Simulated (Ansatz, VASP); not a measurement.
## B107N107O (V_B-O_N) in two plane-wave programs

Wanted: the spread between two codes on one cell, functional and k mesh. The cell is taken from a series of runs on this material, whose earlier steps may have relaxed, scaled, displaced or heated it; both programs get it as it stands.

Program: Ansatz 0.2.0. Level of theory: plane waves, with VASP 6.6.1 beside it; PBEsol. Results are calculated unless marked as measured.

## (1) Set-up

The cell holds 215 atoms: 107 B, 107 N and 1 O. Its edges and angles: a = 13.011 Å, b = 13.011 Å, c = 13.322 Å, α = 90.0°, β = 90.0°, γ = 120.0°. It derives from BN (BN (P6_3/mmc)). Nearest the centre at fractional (0.500, 0.500, 0.375): O215 at 0.82 Å, B53 at 1.92 Å, B52 at 1.92 Å, N194 at 2.07 Å, N172 at 2.07 Å, N160 at 2.59 Å, N159 at 2.59 Å, B87 at 2.60 Å.

## (2) Ansatz: single point, PBEsol

Ansatz runs on its default PAW (the set named soft_2) files.

A single point takes one fixed geometry, so differences don't come from the geometry; what else differs is listed under the comparison.

input.yaml

```yaml
crystal:
  lattice:
    - [11.268, 6.505584, 0.0]
    - [-11.268, 6.505584, 0.0]
    - [0.0, 0.0, 13.322]
  atoms:
    - { symbol: B, position: [8.752752e-05, 0.22210327794, 0.12508884793] }
    - { symbol: B, position: [0.11120506662, 0.11100404024, 0.12504698618] }
    - { symbol: B, position: [0.22232345452, -0.00010367233, 0.12487808065] }
    - { symbol: B, position: [-0.00098677733, 0.11047488044, 0.37544721791] }
    - { symbol: B, position: [0.11035734053, -0.00088384131, 0.37438538558] }
    - { symbol: B, position: [0.22024125728, 0.22034859976, 0.37490915801] }
    - { symbol: "N", position: [0.00010718572, 0.11101151038, 0.12513790379] }
    - { symbol: "N", position: [0.11122641867, -8.216625e-05, 0.12485048612] }
    - { symbol: "N", position: [0.22233810869, 0.22213641525, 0.1254127705] }
    - { symbol: "N", position: [-0.00107019575, 0.22144186658, 0.37523083789] }
    - { symbol: "N", position: [0.10975950321, 0.10986855531, 0.37491310258] }
    - { symbol: "N", position: [0.22132221915, -0.00097432018, 0.37463274413] }
    - { symbol: B, position: [-0.00018932676, 0.22245400038, 0.62502975178] }
    - { symbol: B, position: [0.11091791425, 0.11133483508, 0.62486196516] }
    - { symbol: B, position: [0.22201720657, 0.00021715385, 0.62481651369] }
    - { symbol: B, position: [-3.561363e-05, 0.1111891646, 0.87500041618] }
    - { symbol: B, position: [0.11107711694, 7.615243e-05, 0.87489809835] }
    - { symbol: B, position: [0.22219855758, 0.22231052743, 0.87494321285] }
    - { symbol: "N", position: [-0.00016813531, 0.11135679401, 0.62506595235] }
    - { symbol: "N", position: [0.11092593537, 0.00023721009, 0.62477519409] }
    - { symbol: "N", position: [0.22204908748, 0.22246697781, 0.62449064696] }
    - { symbol: "N", position: [-2.493371e-05, 0.22231053314, 0.8750039794] }
    - { symbol: "N", position: [0.11108661128, 0.11119836318, 0.87494631156] }
    - { symbol: "N", position: [0.22219869882, 8.695746e-05, 0.87489437464] }
    - { symbol: B, position: [2.799637e-05, 0.5554402608, 0.12457208535] }
    - { symbol: B, position: [0.11119265023, 0.44434886839, 0.12519070964] }
    - { symbol: B, position: [0.22234953646, 0.33325952458, 0.12558875685] }
    - { symbol: B, position: [-0.0007650539, 0.44354028125, 0.37432906133] }
    - { symbol: B, position: [0.10980135317, 0.33221168674, 0.37467717195] }
    - { symbol: B, position: [0.22179472448, 0.55379779051, 0.37421261781] }
    - { symbol: "N", position: [7.499743e-05, 0.4443244445, 0.12477051936] }
    - { symbol: "N", position: [0.11121474589, 0.33323113709, 0.12531477842] }
    - { symbol: "N", position: [0.22230651661, 0.55544408238, 0.12562891103] }
    - { symbol: "N", position: [-0.00056136381, 0.55455755195, 0.37420152918] }
    - { symbol: "N", position: [0.11029280984, 0.44329304139, 0.37403885948] }
    - { symbol: "N", position: [0.22061034744, 0.33147003257, 0.37473369368] }
    - { symbol: B, position: [-0.00025744018, 0.55577434698, 0.62452543364] }
    - { symbol: B, position: [0.11090875758, 0.44469449393, 0.62484727917] }
    - { symbol: B, position: [0.22207525237, 0.33361555719, 0.62452747121] }
    - { symbol: B, position: [-2.230908e-05, 0.44453756769, 0.87487083299] }
    - { symbol: B, position: [0.11108920091, 0.33342263704, 0.87500503727] }
    - { symbol: B, position: [0.2222165147, 0.55564586715, 0.87507397255] }
    - { symbol: "N", position: [-0.0002211745, 0.44466047441, 0.62465298985] }
    - { symbol: "N", position: [0.11092810511, 0.33357249699, 0.6247613136] }
    - { symbol: "N", position: [0.22199536223, 0.55577635294, 0.62496846531] }
    - { symbol: "N", position: [-2.010641e-05, 0.55564404552, 0.87478371064] }
    - { symbol: "N", position: [0.11109046494, 0.44453135652, 0.87499162113] }
    - { symbol: "N", position: [0.22219972485, 0.33342069478, 0.87501204756] }
    - { symbol: B, position: [7.116207e-05, 0.88877441757, 0.12471581333] }
    - { symbol: B, position: [0.11116931235, 0.77766375134, 0.12464891296] }
    - { symbol: B, position: [0.22229831431, 0.66655736684, 0.12530664793] }
    - { symbol: B, position: [0.00018793725, 0.77748770169, 0.37340028817] }
    - { symbol: B, position: [0.11063768246, 0.66544215731, 0.37443135612] }
    - { symbol: B, position: [0.22152714302, 0.88800297185, 0.37471362339] }
    - { symbol: "N", position: [9.29996e-05, 0.7776854048, 0.12448945925] }
    - { symbol: "N", position: [0.11117855189, 0.66654946835, 0.12478741058] }
    - { symbol: "N", position: [0.22231278194, 0.88878159544, 0.12489051757] }
    - { symbol: "N", position: [-0.00022440347, 0.88840065184, 0.37372164272] }
    - { symbol: "N", position: [0.1108347128, 0.77677331055, 0.37425057287] }
    - { symbol: "N", position: [0.22162303568, 0.66508503995, 0.37483023755] }
    - { symbol: B, position: [-0.00023315515, 0.8890940189, 0.62472673494] }
    - { symbol: B, position: [0.11085778042, 0.77798238778, 0.62473554816] }
[... 42 lines left out ...]
    - { symbol: "N", position: [0.55565386068, 0.55546397554, 0.1253588344] }
    - { symbol: "N", position: [0.33260034845, 0.55237970151, 0.37487773248] }
    - { symbol: O, position: [0.43725381972, 0.43734701747, 0.37491509295] }
    - { symbol: "N", position: [0.55224894918, 0.33266002236, 0.37505477213] }
    - { symbol: B, position: [0.33321193545, 0.55586686614, 0.62490020865] }
    - { symbol: B, position: [0.44444886267, 0.44488309592, 0.6240874749] }
    - { symbol: B, position: [0.5554124318, 0.33361223918, 0.62374457043] }
    - { symbol: B, position: [0.33333073731, 0.444544971, 0.87504345784] }
    - { symbol: B, position: [0.44443270886, 0.33344302747, 0.87484677041] }
    - { symbol: B, position: [0.55555139626, 0.5556635274, 0.87495031236] }
    - { symbol: "N", position: [0.33316485637, 0.44468041299, 0.62406667314] }
    - { symbol: "N", position: [0.44426098818, 0.33359492394, 0.62358257641] }
    - { symbol: "N", position: [0.55537875778, 0.55578324359, 0.62462589162] }
    - { symbol: "N", position: [0.33331264283, 0.55563994423, 0.87516654043] }
    - { symbol: "N", position: [0.4444196173, 0.44453183037, 0.8749464026] }
    - { symbol: "N", position: [0.55552786687, 0.33342480991, 0.87473418594] }
    - { symbol: B, position: [0.33342215391, 0.88875520293, 0.12521303792] }
    - { symbol: B, position: [0.44454854233, 0.77762010761, 0.12602820882] }
    - { symbol: B, position: [0.55567600353, 0.66645081201, 0.12610421223] }
    - { symbol: B, position: [0.33209829239, 0.7767616824, 0.3755278468] }
    - { symbol: B, position: [0.44229336349, 0.66463716929, 0.38026214176] }
    - { symbol: B, position: [0.55453647395, 0.88844585991, 0.37691420522] }
    - { symbol: "N", position: [0.3334122495, 0.77764785476, 0.12560051281] }
    - { symbol: "N", position: [0.44454024749, 0.66653466526, 0.12641772378] }
    - { symbol: "N", position: [0.55563589975, 0.88874121721, 0.12584176587] }
    - { symbol: "N", position: [0.33247635372, 0.88813037878, 0.37513643168] }
    - { symbol: "N", position: [0.4431271448, 0.77748642621, 0.37693548293] }
    - { symbol: "N", position: [0.55531164065, 0.67837936885, 0.39455442907] }
    - { symbol: B, position: [0.33311356349, 0.88907753126, 0.62520890202] }
    - { symbol: B, position: [0.44423178055, 0.77791165203, 0.62552852189] }
    - { symbol: B, position: [0.5553740555, 0.66685008671, 0.62423453278] }
    - { symbol: B, position: [0.33332485852, 0.77786211008, 0.87513427569] }
    - { symbol: B, position: [0.44444757394, 0.66675662218, 0.87519935411] }
    - { symbol: B, position: [0.5555372473, 0.8889707696, 0.87521843244] }
    - { symbol: "N", position: [0.33309321449, 0.77797951204, 0.62536534644] }
    - { symbol: "N", position: [0.44417600791, 0.66686290295, 0.62546066602] }
    - { symbol: "N", position: [0.5553466851, 0.8890791993, 0.62557413173] }
    - { symbol: "N", position: [0.33331294302, 0.88897696159, 0.87505728136] }
    - { symbol: "N", position: [0.44442528711, 0.77786625239, 0.87526618142] }
    - { symbol: "N", position: [0.55553474021, 0.66675717813, 0.87521463937] }
    - { symbol: B, position: [0.66675462558, 0.22207796603, 0.12481327493] }
    - { symbol: B, position: [0.77785296678, 0.11094506003, 0.12518719988] }
    - { symbol: B, position: [0.88896333579, -0.00014799336, 0.12520846757] }
    - { symbol: B, position: [0.66533914336, 0.1107462776, 0.37549013012] }
    - { symbol: B, position: [0.77738468641, 0.00030782572, 0.37648725306] }
    - { symbol: B, position: [0.88790471688, 0.22164595829, 0.37518042873] }
    - { symbol: "N", position: [0.66675095312, 0.11095507493, 0.12515552107] }
    - { symbol: "N", position: [0.77786504843, -0.00013868116, 0.12552703569] }
    - { symbol: "N", position: [0.888977017, 0.22209067893, 0.1250057618] }
    - { symbol: "N", position: [0.66497812877, 0.22172378888, 0.37512026019] }
    - { symbol: "N", position: [0.77667366501, 0.11095199553, 0.37564120051] }
    - { symbol: "N", position: [0.88829459103, -0.00010402109, 0.37609266566] }
    - { symbol: B, position: [0.66647150536, 0.22242692322, 0.62460173206] }
    - { symbol: B, position: [0.77757811661, 0.11129852308, 0.62527244637] }
    - { symbol: B, position: [0.88868964503, 0.00020191819, 0.62522482567] }
    - { symbol: B, position: [0.66663956217, 0.11120393458, 0.87501596633] }
    - { symbol: B, position: [0.77774128179, 7.590663e-05, 0.87511125041] }
    - { symbol: B, position: [0.88885793279, 0.22231090203, 0.87496949073] }
    - { symbol: "N", position: [0.66646303408, 0.11130696503, 0.62512347578] }
    - { symbol: "N", position: [0.77760043811, 0.00022339761, 0.6254537869] }
    - { symbol: "N", position: [0.88869524929, 0.22244203026, 0.62502162021] }
    - { symbol: "N", position: [0.66664100375, 0.2223164164, 0.87484905054] }
    - { symbol: "N", position: [0.77775216667, 0.11120310241, 0.87505349665] }
    - { symbol: "N", position: [0.888863281, 8.861765e-05, 0.87504586533] }
    - { symbol: B, position: [0.66672015962, 0.55545882998, 0.12574659525] }
    - { symbol: B, position: [0.77778357069, 0.44431936364, 0.12442380149] }
    - { symbol: B, position: [0.88894917987, 0.3332010815, 0.12470645667] }
    - { symbol: B, position: [0.66449713706, 0.44236109807, 0.36986107621] }
    - { symbol: B, position: [0.77665716395, 0.33220821301, 0.37444852236] }
    - { symbol: B, position: [0.88832917283, 0.55464248922, 0.37308631318] }
    - { symbol: "N", position: [0.66673224971, 0.44426297644, 0.1245244212] }
    - { symbol: "N", position: [0.77785058256, 0.33318092375, 0.12456907375] }
    - { symbol: "N", position: [0.88894975187, 0.55543267177, 0.12436884097] }
    - { symbol: "N", position: [0.67824191949, 0.55540809061, 0.35599035391] }
    - { symbol: "N", position: [0.77737664799, 0.44323139099, 0.37311485663] }
    - { symbol: "N", position: [0.88803309207, 0.33259288269, 0.37478461633] }
    - { symbol: B, position: [0.66636471487, 0.55580605445, 0.62385865178] }
    - { symbol: B, position: [0.77753376143, 0.44467804072, 0.62390651932] }
    - { symbol: B, position: [0.88866903967, 0.33355165429, 0.62470040123] }
    - { symbol: B, position: [0.66664440505, 0.44456022282, 0.87470387068] }
    - { symbol: B, position: [0.77775014708, 0.33343694698, 0.8747749062] }
    - { symbol: B, position: [0.88885876033, 0.55564936995, 0.87469637493] }
    - { symbol: "N", position: [0.66644844126, 0.44466883847, 0.62353142027] }
    - { symbol: "N", position: [0.77756136581, 0.33354033823, 0.62431974823] }
    - { symbol: "N", position: [0.88865517533, 0.55576589115, 0.6240965986] }
    - { symbol: "N", position: [0.66664482245, 0.5556469938, 0.87469540017] }
    - { symbol: "N", position: [0.77775378099, 0.44453731741, 0.8746467545] }
    - { symbol: "N", position: [0.8888647749, 0.33342475937, 0.87485049922] }
    - { symbol: B, position: [0.66673586431, 0.88868294325, 0.12589973276] }
    - { symbol: B, position: [0.77782439744, 0.77758423323, 0.12526886433] }
    - { symbol: B, position: [0.88887976933, 0.66654772591, 0.12441547873] }
    - { symbol: B, position: [0.6682966411, 0.77880608479, 0.37996029699] }
    - { symbol: B, position: [0.77868409314, 0.66842539714, 0.37011075498] }
    - { symbol: B, position: [0.889103953, 0.88922057964, 0.37490491929] }
    - { symbol: "N", position: [0.66674788824, 0.77764294436, 0.12606226034] }
    - { symbol: "N", position: [0.77790208961, 0.66660893616, 0.12459602351] }
    - { symbol: "N", position: [0.88899880791, 0.88879865366, 0.12504610377] }
    - { symbol: "N", position: [0.66623748551, 0.8898479276, 0.37718328878] }
    - { symbol: "N", position: [0.77871055287, 0.7788393576, 0.37495204722] }
    - { symbol: "N", position: [0.8897303349, 0.66634279308, 0.37278614739] }
    - { symbol: B, position: [0.66646318722, 0.88900955923, 0.62555098842] }
    - { symbol: B, position: [0.77749933292, 0.77795505463, 0.62471481191] }
    - { symbol: B, position: [0.8885959023, 0.66686617254, 0.62405391934] }
    - { symbol: B, position: [0.66663574176, 0.77785071011, 0.87511270273] }
    - { symbol: B, position: [0.77773812015, 0.66674779662, 0.87480161132] }
    - { symbol: B, position: [0.88884428271, 0.88895631139, 0.87495592222] }
    - { symbol: "N", position: [0.66652506715, 0.77803456969, 0.62540983527] }
    - { symbol: "N", position: [0.77755706949, 0.66687908967, 0.62392108888] }
    - { symbol: "N", position: [0.88871430553, 0.8891305881, 0.62491010092] }
    - { symbol: "N", position: [0.66664341471, 0.88898001224, 0.87521391096] }
    - { symbol: "N", position: [0.77775501171, 0.77786720602, 0.87495889372] }
    - { symbol: "N", position: [0.8888675397, 0.66675541757, 0.87470348612] }
  host:
    repeats: [3, 3, 2]
    atoms:
      - { symbol: B, position: [0.0, 0.66666667, 0.25] }
      - { symbol: B, position: [0.33333333, 0.33333333, 0.25] }
      # ... 10 more atoms of the perfect host
basis:
  ecutwfc: 420
  xc_grid: 2
hamiltonian:
  xc: pbesol
kpoints:
  mp_grid: { grid: [1, 1, 1] }
magnetization:
  spin_polarized: true
  initial_magnetization: 2
  spin_locking: { lock_magnetization: hard }
scf:
  occupations: { method: fermi_dirac, width: 0.01 }
  max_iter: 60
  n_extra_bands: 16
  lower_state_search: "off"
output:
  forces: true
checkpoint:
  read: "../exc.ground.q0_M2.run"
  write: "../exc0_q0_M2.ground.l1.25.run"
  compress: false
  write_wavefunctions: false
  write_every: 100000
```

Started as:

```console
$ ansatz run input.yaml --threads 12 --pin off --max-ram 56524MiB --backend cuda --events-out ev --progress --plain --runs-dir out
```

Numbers of over 12 decimals in the logs are rounded to 6 here.

The log of the run:

```text
Warning: the band count 448 (scf.n_extra_bands) hosts the net moment |M| = 2.0000 μB (N_el = 862) but caps the reachable moment at 2·n_bands − N_el = 34.0000 μB, below the 647 bands that the automatic [...]
Warning: checkpoint.read: the run can stay near the saved state's solution: 215 site(s) moved relative to the saved geometry (max |Δs| = 3.233e-2 fractional); the SCF starts from the saved state under [...]
[...]
Engine: ansatz 0.2.0, aarch64-unknown-linux-gnu
[...]
Pseudopotential: B, paw, valence charge 3, recommended cutoff 420 eV (normal), B.paw.azcp
Pseudopotential: N, paw, valence charge 5, recommended cutoff 420 eV (normal), N.paw.azcp
Pseudopotential: O, paw, valence charge 6, recommended cutoff 420 eV (normal), O.paw.azcp
Functional definition: PBEsol
[...]
Crystal: 215 atoms, lattice volume = 1953.136 Å³
Basis set: ecut = 420 eV, 38193 PW (Γ), exchange–correlation on 180×180×180 points (8 copies of the dense FFT grid, shifted against one another)
Bands: 448, of which v1, the nominal top of the filled ones, is band 431 counted from 1 (430 counted from 0)
[...]
Space group: P1 (ITA 1), of the structure as read, at distance tolerance 1.3e-4 Å
[...]
k-points: 1
[...]
Functional: x = pbesol(κ = 0.804, μ = 0.123457), c = pbesol(β = 0.046)
[...]
SCF iter   1: F=—  HF=-57667.496237 eV  |F-HF|=—  |Δ(HF+E_count)|=         —  Δρ=9.09e-3 (↑8.75e-3 ↓9.09e-3)  dr2=2.03e0  dr2_m=8.03e-1  M=2.000 μB ∫|m|=2.199 μB  β_m=0.30  ethr=2.34e-4  ⟨swp⟩=1.0  Hψ [...]
[...]
SCF 1 converged in 11 iterations: F = -57668.421598 eV  dr2 = 3.07e-8
[...]
SCF converged after 11 iterations
[...]
```

[end of part 1 of 2]

[Lines on the potential files, build, host, timing and source positions are cut from VASP's logs without a mark.]

[Logs are printed without paths, hosts, clocks, repeated set-up lines and the standing remarks that a program may print on its own settings, such as how far it seeks lower states.]

[Hosts, paths, dates, database ids (printed as entryN), source tags and the programs' standing remarks are cut or masked in the printed files.]
